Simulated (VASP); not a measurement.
# SiC: how numerical settings change the zone-centre modes, part 2 of 3

Aim: test the modes of SiC against the numerical settings. The starting structure is a computed structure from the Materials Project.

VASP 6.6.1.

**2. Reference modes (continued)**

Level of this step: LDA; plane waves and PAW (Si, C) (VASP).

From OUTCAR (step 2):

```text
ion  position               nearest neighbor table
   1  0.000  0.000  0.188-   7 1.87   7 1.87   7 1.87   5 1.88   3 3.06   3 3.06   3 3.06   4 3.07
                             4 3.07   4 3.07
   2  0.000  0.000  0.688-   8 1.87   8 1.87   8 1.87   6 1.88   4 3.06   4 3.06   4 3.06   3 3.07
                             3 3.07   3 3.07
   3  0.333  0.667  0.438-   6 1.87   6 1.87   6 1.87   7 1.88   1 3.06   1 3.06   1 3.06   2 3.07
                             2 3.07   2 3.07
   4  0.667  0.333  0.938-   5 1.87   5 1.87   5 1.87   8 1.88   2 3.06   2 3.06   2 3.06   1 3.07
                             1 3.07   1 3.07
   5  0.000  0.000  0.000-   4 1.87   4 1.87   4 1.87   1 1.88
   6  0.000  0.000  0.500-   3 1.87   3 1.87   3 1.87   2 1.88
   7  0.333  0.667  0.250-   1 1.87   1 1.87   1 1.87   3 1.88
   8  0.667  0.333  0.750-   2 1.87   2 1.87   2 1.87   4 1.88

  LATTYP: Found a hexagonal cell.
 ALAT       =     3.0601431151
 C/A-ratio  =     3.2738487626

 Subroutine GETGRP returns: Found 12 space group operations
 (whereof  6 operations were pure point group operations)

The static configuration has the point symmetry C_3v.
 The point group associated with its full space group is C_6v.

 Found     24 irreducible k-points:

   k-points           NKPTS =     24   k-points in BZ     NKDIM =     24   number of bands    NBANDS=     24

   dimension x,y,z NGX =    24 NGY =   24 NGZ =   80
   dimension x,y,z NGXF=    48 NGYF=   48 NGZF=  160

   ENCUT  =  520.0 eV  38.22 Ry    6.18 a.u.   5.69  5.69 18.63*2*pi/ulx,y,z

   NELECT =      32.0000    total number of electrons

 k-points in reciprocal lattice and weights: Automatic mesh
   0.00000000  0.00000000  0.00000000       0.006
   0.11111111  0.00000000  0.00000000       0.037
   0.22222222  0.00000000  0.00000000       0.037
   0.33333333  0.00000000  0.00000000       0.037
   0.44444444  0.00000000  0.00000000       0.037
   0.11111111  0.11111111  0.00000000       0.037
   0.22222222  0.11111111  0.00000000       0.074
   0.33333333  0.11111111  0.00000000       0.074
   0.44444444  0.11111111  0.00000000       0.037
[...]
0.33333333  0.22222222  0.50000000       0.074
   0.33333333  0.33333333  0.50000000       0.012

 average (electrostatic) potential at core
       1 -81.6365       2 -81.6586       3 -81.7401       4 -81.6727       5 -48.7573
       6 -48.8265       7 -48.7443       8 -48.7312

 E-fermi :   8.4546

 k-point     1 :       0.0000    0.0000    0.0000
  band No.  band energies     occupation
    ...
     12       7.7389      2.00000
     13       7.7389      2.00000
     14       8.3095      2.00000
     15       8.3318      2.00000
     16       8.3318      2.00000
     17      13.5467      0.00000
     18      14.1210      0.00000
     19      14.7510      0.00000
     20      14.8772      0.00000
     21      15.3102      0.00000
    ...

 k-point     2 :       0.1111    0.0000    0.0000
  band No.  band energies     occupation
    ...
     12       7.3709      2.00000
     13       7.4397      2.00000
     14       7.5805      2.00000
     15       8.1635      2.00000
     16       8.2344      2.00000
     17      13.7364      0.00000
     18      14.3751      0.00000
     19      14.4163      0.00000
     20      15.0482      0.00000
     21      15.3004      0.00000
    ...

 k-point     3 :       0.2222    0.0000    0.0000
  band No.  band energies     occupation
    ...
     12       6.0312      2.00000
     13       6.8109      2.00000
     14       6.8302      2.00000
     15       7.6907      2.00000
     16       7.8892      2.00000
     17      12.4008      0.00000
     18      12.9976      0.00000
     19      13.6083      0.00000
     20      14.7163      0.00000
     21      15.3572      0.00000
    ...

  Total        0.0881793      0.0881793     -0.1436108      0.0000000      0.0000000      0.0000000
  in kB        1.7388531      1.7388531     -2.8319355      0.0000000      0.0000000      0.0000000
  external PRESSURE =       0.2152569 kB  Pullay stress =       0.0000000 kB

  energy-cutoff  :      520.00
  volume of cell :       81.25
      direct lattice vectors                 reciprocal lattice vectors
     3.060143115  0.000000000  0.000000000     0.326782102  0.188667735  0.000000000
    -1.530071557  2.650161677  0.000000000     0.000000000  0.377335469  0.000000000
     0.000000000  0.000000000 10.018445751     0.000000000  0.000000000  0.099815882

 POSITION                                       TOTAL-FORCE (eV/Angst)
 -----------------------------------------------------------------------------------
      0.00000      0.00000      1.88235         0.000000     -0.000000     -0.177274
      0.00000      0.00000      6.89157        -0.000000      0.000000      0.039622
     -0.00000      1.76677      4.38656        -0.000000      0.000000     -0.157110
      1.53007      0.88339      9.39578        -0.000000      0.000000      0.025063
      0.00000      0.00000      0.00458        -0.000000     -0.000000     -0.045744
      0.00000      0.00000      5.01380         0.000000     -0.000000     -0.047073
     -0.00000      1.76677      2.48766        -0.000000     -0.000000      0.398570
      1.53007      0.88339      7.51189         0.000000      0.000000     -0.036053
 -----------------------------------------------------------------------------------
    total drift:                               -0.000000     -0.000000     -0.000091

  FREE ENERGIE OF THE ION-ELECTRON SYSTEM (eV)
  ---------------------------------------------------
  free  energy   TOTEN  =       -66.5764241394 eV

  energy  without entropy=      -66.5764241394  energy(sigma->0) =      -66.57642414

 Eigenvectors and eigenvalues of the dynamical matrix
 ----------------------------------------------------

   1 f  =   27.598832 THz   173.408579 2PiTHz  920.597958 cm-1   114.139548 meV
             X         Y         Z           dx          dy          dz
      0.000000  0.000000  1.882352     0.000000   -0.000000    0.293652
      0.000000  0.000000  6.891575    -0.000000    0.000000   -0.293652
     -0.000000  1.766774  4.386557     0.000000   -0.000000   -0.181142
      1.530072  0.883387  9.395780    -0.000000    0.000000    0.181142
      0.000000  0.000000  0.004577    -0.000000   -0.000000   -0.591874
      0.000000  0.000000  5.013800    -0.000000   -0.000000    0.591874
     -0.000000  1.766774  2.502663    -0.000000    0.000000   -0.175047
      1.530072  0.883387  7.511886     0.000000   -0.000000    0.175047

   2 f  =   27.322700 THz   171.673587 2PiTHz  911.387170 cm-1   112.997557 meV
             X         Y         Z           dx          dy          dz
[...]
0.000000  0.000000  0.004577     0.000000   -0.000000   -0.176689
      0.000000  0.000000  5.013800    -0.000000   -0.000000    0.176689
     -0.000000  1.766774  2.502663    -0.000000    0.000000    0.589675
      1.530072  0.883387  7.511886     0.000000   -0.000000   -0.589675

   3 f  =   25.155869 THz   158.058985 2PiTHz  839.109463 cm-1   104.036267 meV
             X         Y         Z           dx          dy          dz
      0.000000  0.000000  1.882352     0.000000    0.000000    0.010405
      0.000000  0.000000  6.891575     0.000000    0.000000    0.010405
     -0.000000  1.766774  4.386557     0.000000    0.000000    0.019976
      1.530072  0.883387  9.395780     0.000000    0.000000    0.019976
      0.000000  0.000000  0.004577    -0.000000   -0.000000   -0.522427
      0.000000  0.000000  5.013800    -0.000000   -0.000000   -0.522427
     -0.000000  1.766774  2.502663    -0.000000   -0.000000    0.475986
      1.530072  0.883387  7.511886    -0.000000   -0.000000    0.475986

   4 f  =   23.930487 THz   150.359685 2PiTHz  798.235126 cm-1    98.968498 meV
             X         Y         Z           dx          dy          dz
      0.000000  0.000000  1.882352    -0.176675   -0.204560   -0.000000
      0.000000  0.000000  6.891575    -0.176675   -0.204560    0.000000
     -0.000000  1.766774  4.386557    -0.181058   -0.209635   -0.000000
      1.530072  0.883387  9.395780    -0.181058   -0.209635   -0.000000
      0.000000  0.000000  0.004577     0.278462    0.322412   -0.000000
      0.000000  0.000000  5.013800     0.278462    0.322412    0.000000
     -0.000000  1.766774  2.502663     0.268488    0.310864    0.000000
      1.530072  0.883387  7.511886     0.268488    0.310864    0.000000

   5 f  =   23.930487 THz   150.359685 2PiTHz  798.235126 cm-1    98.968498 meV
             X         Y         Z           dx          dy          dz
      0.000000  0.000000  1.882352     0.204560   -0.176675    0.000000
      0.000000  0.000000  6.891575     0.204560   -0.176675    0.000000
     -0.000000  1.766774  4.386557     0.209635   -0.181058    0.000000
      1.530072  0.883387  9.395780     0.209635   -0.181058    0.000000
      0.000000  0.000000  0.004577    -0.322412    0.278462   -0.000000
      0.000000  0.000000  5.013800    -0.322412    0.278462   -0.000000
     -0.000000  1.766774  2.502663    -0.310864    0.268488   -0.000000
      1.530072  0.883387  7.511886    -0.310864    0.268488   -0.000000

   6 f  =   23.598174 THz   148.271701 2PiTHz  787.150363 cm-1    97.594163 meV
             X         Y         Z           dx          dy          dz
      0.000000  0.000000  1.882352    -0.171633   -0.198716   -0.000000
      0.000000  0.000000  6.891575     0.171633    0.198716   -0.000000
     -0.000000  1.766774  4.386557    -0.169479   -0.196222   -0.000000
      1.530072  0.883387  9.395780     0.169479    0.196222   -0.000000
      0.000000  0.000000  0.004577    -0.241311   -0.279388    0.000000
      0.000000  0.000000  5.013800     0.241311    0.279388    0.000000
     -0.000000  1.766774  2.502663     0.311800    0.360999    0.000000
      1.530072  0.883387  7.511886    -0.311800   -0.360999    0.000000

   7 f  =   23.598174 THz   148.271701 2PiTHz  787.150363 cm-1    97.594163 meV
             X         Y         Z           dx          dy          dz
      0.000000  0.000000  1.882352    -0.198716    0.171633    0.000000
      0.000000  0.000000  6.891575     0.198716   -0.171633    0.000000
     -0.000000  1.766774  4.386557    -0.196222    0.169479    0.000000
      1.530072  0.883387  9.395780     0.196222   -0.169479    0.000000
      0.000000  0.000000  0.004577    -0.279388    0.241311   -0.000000
      0.000000  0.000000  5.013800     0.279388   -0.241311   -0.000000
     -0.000000  1.766774  2.502663     0.360999   -0.311800   -0.000000
      1.530072  0.883387  7.511886    -0.360999    0.311800   -0.000000

   8 f  =   23.472607 THz   147.482740 2PiTHz  782.961894 cm-1    97.074859 meV
             X         Y         Z           dx          dy          dz
      0.000000  0.000000  1.882352     0.000000   -0.000000    0.266013
      0.000000  0.000000  6.891575    -0.000000    0.000000    0.266013
     -0.000000  1.766774  4.386557     0.000000   -0.000000    0.280405
      1.530072  0.883387  9.395780    -0.000000    0.000000    0.280405
      0.000000  0.000000  0.004577     0.000000   -0.000000   -0.389954
      0.000000  0.000000  5.013800    -0.000000    0.000000   -0.389954
     -0.000000  1.766774  2.502663    -0.000000    0.000000   -0.445585
      1.530072  0.883387  7.511886     0.000000   -0.000000   -0.445585

   9 f  =   23.361192 THz   146.782695 2PiTHz  779.245472 cm-1    96.614082 meV
             X         Y         Z           dx          dy          dz
      0.000000  0.000000  1.882352     0.172984    0.200280   -0.000000
      0.000000  0.000000  6.891575    -0.172984   -0.200280   -0.000000
     -0.000000  1.766774  4.386557    -0.172953   -0.200243   -0.000000
      1.530072  0.883387  9.395780     0.172953    0.200243   -0.000000
      0.000000  0.000000  0.004577    -0.310721   -0.359751    0.000000
      0.000000  0.000000  5.013800     0.310721    0.359751    0.000000
     -0.000000  1.766774  2.502663    -0.239264   -0.277018    0.000000
      1.530072  0.883387  7.511886     0.239264    0.277018    0.000000

  10 f  =   23.361192 THz   146.782695 2PiTHz  779.245472 cm-1    96.614082 meV
             X         Y         Z           dx          dy          dz
      0.000000  0.000000  1.882352     0.200280   -0.172984    0.000000
      0.000000  0.000000  6.891575    -0.200280    0.172984    0.000000
     -0.000000  1.766774  4.386557    -0.200243    0.172953    0.000000
      1.530072  0.883387  9.395780     0.200243   -0.172953    0.000000
      0.000000  0.000000  0.004577    -0.359751    0.310721   -0.000000
      0.000000  0.000000  5.013800     0.359751   -0.310721   -0.000000
     -0.000000  1.766774  2.502663    -0.277018    0.239264   -0.000000
      1.530072  0.883387  7.511886     0.277018   -0.239264   -0.000000

  11 f  =   23.110619 THz   145.208299 2PiTHz  770.887257 cm-1    95.577795 meV
             X         Y         Z           dx          dy          dz
      0.000000  0.000000  1.882352     0.169468    0.196214   -0.000000
      0.000000  0.000000  6.891575     0.169468    0.196214   -0.000000
     -0.000000  1.766774  4.386557    -0.163541   -0.189353   -0.000000
      1.530072  0.883387  9.395780    -0.163541   -0.189353   -0.000000
    [... 144 further lines ...]
      0.000000  0.000000  5.013800     0.239040    0.133239    0.000000
     -0.000000  1.766774  2.502663     0.239074    0.133258    0.000000
      1.530072  0.883387  7.511886     0.239074    0.133258    0.000000

 ELASTIC MODULI CONTR FROM IONIC RELAXATION (kBar)
 Direction    XX          YY          ZZ          XY          YZ          ZX
 --------------------------------------------------------------------------------
 XX        -504.7236    282.6100    216.9865     -0.0000      0.0000     -0.0000
 YY         282.6100   -504.7236    216.9865     -0.0000     -0.0000      0.0000
 ZZ         216.9865    216.9865   -425.1464      0.0000      0.0000     -0.0000
 XY          -0.0000     -0.0000      0.0000   -393.6668      0.0000     -0.0000
 YZ           0.0000     -0.0000      0.0000      0.0000   -126.5122     -0.0000
 ZX          -0.0000      0.0000     -0.0000     -0.0000     -0.0000   -126.5122
 --------------------------------------------------------------------------------

 total charge
# of ion       s       p       d       tot
------------------------------------------
    1        0.715   0.996   0.000   1.711
    2        0.715   0.996   0.000   1.711
    3        0.714   0.993   0.000   1.707
    4        0.714   0.993   0.000   1.707
    5        0.830   1.727   0.000   2.557
    6        0.830   1.727   0.000   2.557
    7        0.831   1.729   0.000   2.560
    8        0.831   1.729   0.000   2.560
--------------------------------------------------
tot          6.181  10.890   0.000  17.071

[... 3 further parts left out ...]
```

The last energy, forces, stress and levels in OUTCAR belong to the last displaced cell, not to the cell of POSCAR.

Reference: the zone-centre modes are at the top B1 (4) 920.6, B1 (3) 911.4, A1 (3) 839.1, E1 (3) 798.2 cm⁻¹, at the bottom B1 (1) 399.8, E1 (1) 258.4, E2 (2) 199.3, E2 (1) 191.4 cm⁻¹, with 6 more of the listed ones between.

**3. Modes with a 4×4×2 mesh**

Against step 2 the input has a 4×4×2 mesh (also changed: KPAR).

INCAR

```
SYSTEM = SiC
PREC = Accurate
ENCUT = 520
EDIFF = 1E-08
NELM = 100
ISMEAR = 0
SIGMA = 0.03
LREAL = .FALSE.
ALGO = Normal
GGA = CA
NBANDS = 24
LORBIT = 11
LWAVE = .FALSE.
LCHARG = .FALSE.
KPAR = 4
IBRION = 6
NFREE = 2
POTIM = 0.015
NSW = 1
ISIF = 2
```

POSCAR

```
SiC
1.0
    3.0601431151      0.0000000000      0.0000000000
   -1.5300715575      2.6501616769      0.0000000000
    0.0000000000      0.0000000000     10.0184457506
Si C
4 4
Direct
    0.0000000000      0.0000000000      0.1878885989
    0.0000000000      0.0000000000      0.6878885989
    0.3333333333      0.6666666667      0.4378480517
    0.6666666667      0.3333333333      0.9378480517
    0.0000000000      0.0000000000      0.0004568242
    0.0000000000      0.0000000000      0.5004568242
    0.3333333333      0.6666666667      0.2498055252
    0.6666666667      0.3333333333      0.7498055252
```

KPOINTS

```
Automatic mesh
0
Gamma
4 4 2
0 0 0
```

Potentials, in the order of the species: Si and C (LDA family, release 64).

The run is started by

```
mpirun -np 8 vasp_std
```

Log:

```text
[banner, memory and clock lines left out]
running    8 mpi-ranks, on    1 nodes
[...]
[... a notice as in an earlier step ...]

 LDA part: xc-table for (Slater(with rela. corr.)+CA(PZ))
 , standard interpolation
 POSCAR, INCAR and KPOINTS ok, starting setup
[...]
entering main loop
       N       E                     dE             d eps       ncg     rms          rms(c)
DAV:   1     0.693838530819E+02    0.69384E+02   -0.14770E+04   384   0.121E+03
DAV:   2    -0.679706294665E+02   -0.13735E+03   -0.12601E+03   520   0.201E+02
DAV:   3    -0.747453054717E+02   -0.67747E+01   -0.67264E+01   512   0.429E+01
DAV:   4    -0.748425488309E+02   -0.97243E-01   -0.97151E-01   488   0.598E+00
[...]
DAV:  13    -0.663162099686E+02    0.61556E-06   -0.34387E-06   496   0.829E-03    0.302E-03
DAV:  14    -0.663162099815E+02   -0.12924E-07   -0.18805E-07   496   0.254E-03    0.913E-04
DAV:  15    -0.663162099861E+02   -0.45811E-08   -0.99914E-09   344   0.618E-04
   1 F= -.66316210E+02 E0= -.66316210E+02  d E =-.142673E-16
[... from here on, the cycles between the ionic steps are left out ...]
   2 F= -.66313887E+02 E0= -.66313887E+02  d E =-.267917E-14
   3 F= -.66313887E+02 E0= -.66313887E+02  d E =-.268145E-14
   4 F= -.66313384E+02 E0= -.66313384E+02  d E =-.178467E-18
   5 F= -.66312031E+02 E0= -.66312031E+02  d E =-.755644E-13
   6 F= -.66313911E+02 E0= -.66313911E+02  d E =-.869850E-15
   7 F= -.66313911E+02 E0= -.66313911E+02  d E =-.869108E-15
   8 F= -.66313338E+02 E0= -.66313338E+02  d E =-.195138E-17
   9 F= -.66312105E+02 E0= -.66312105E+02  d E =-.455892E-14
  10 F= -.66313955E+02 E0= -.66313955E+02  d E =-.640782E-16
  11 F= -.66313955E+02 E0= -.66313955E+02  d E =-.639992E-16
  12 F= -.66312525E+02 E0= -.66312525E+02  d E =-.118888E-14
  13 F= -.66313697E+02 E0= -.66313697E+02  d E =-.366194E-18
  14 F= -.66313956E+02 E0= -.66313956E+02  d E =-.890184E-16
  15 F= -.66313956E+02 E0= -.66313956E+02  d E =-.892113E-16
  16 F= -.66312459E+02 E0= -.66312459E+02  d E =-.224148E-13
  17 F= -.66313868E+02 E0= -.66313868E+02  d E =-.582013E-19
 Finite differences progress:
  Degree of freedom:   8/  8
  Displacement:        2/  2
  Total:              16/ 16
```

Elapsed: 70 s, on 8 MPI ranks of Intel Xeon Platinum 8259CL at 2.50GHz (Skylake/Cascade Lake), shared host; peak memory 1.8 GiB.

Parts of OUTCAR (step 3):

```text
  Total        0.4019183      0.4019183     -0.5149157      0.0000000      0.0000000     -0.0000000
  in kB        7.9256330      7.9256330    -10.1538859      0.0000000      0.0000000     -0.0000000
  external PRESSURE =       1.8991267 kB  Pullay stress =       0.0000000 kB

 POSITION                                       TOTAL-FORCE (eV/Angst)
 -----------------------------------------------------------------------------------
      0.00000      0.00000      1.88235        -0.000000     -0.000000     -0.138347
      0.00000      0.00000      6.89157        -0.000000     -0.000000      0.080621
     -0.00000      1.76677      4.38656        -0.000000     -0.000000     -0.117315
      1.53007      0.88339      9.39578        -0.000000      0.000000      0.063033
      0.00000      0.00000      0.00458        -0.000000     -0.000000     -0.080166
      0.00000      0.00000      5.01380        -0.000000     -0.000000     -0.081431
     -0.00000      1.76677      2.48766         0.000000     -0.000000      0.353254
      1.53007      0.88339      7.51189        -0.000000      0.000000     -0.079648
 -----------------------------------------------------------------------------------
    total drift:                               -0.000000     -0.000000     -0.000091

  FREE ENERGIE OF THE ION-ELECTRON SYSTEM (eV)
  ---------------------------------------------------
  free  energy   TOTEN  =       -66.3138679695 eV

  energy  without entropy=      -66.3138679695  energy(sigma->0) =      -66.31386797

[... 1 part as in an earlier step ...]

[... 2 further parts left out ...]
[key lines of the parts left out:]
E-fermi :   8.5473
```

The last energy, forces and stress in OUTCAR belong to the last displaced cell, not to that of POSCAR.

With a 4×4×2 mesh the modes are at the top B1 (4) 919.1, B1 (3) 910.5 cm⁻¹, at the bottom E2 (2) 198.8, E2 (1) 189.7 cm⁻¹, with 10 more of the listed ones between; the largest shift is +3.3 cm⁻¹, in E1 (3), from the reference.

[end of part 2 of 3]

[Lines on the potential files, build, host, timing and source positions are cut from VASP's logs without a mark.]

[Logs are printed without paths, hosts, clocks, repeated set-up lines and the standing remarks that a program may print on its own settings, such as how far it seeks lower states.]

[Hosts, paths, dates, database ids (printed as entryN), source tags and the programs' standing remarks are cut or masked in the printed files.]
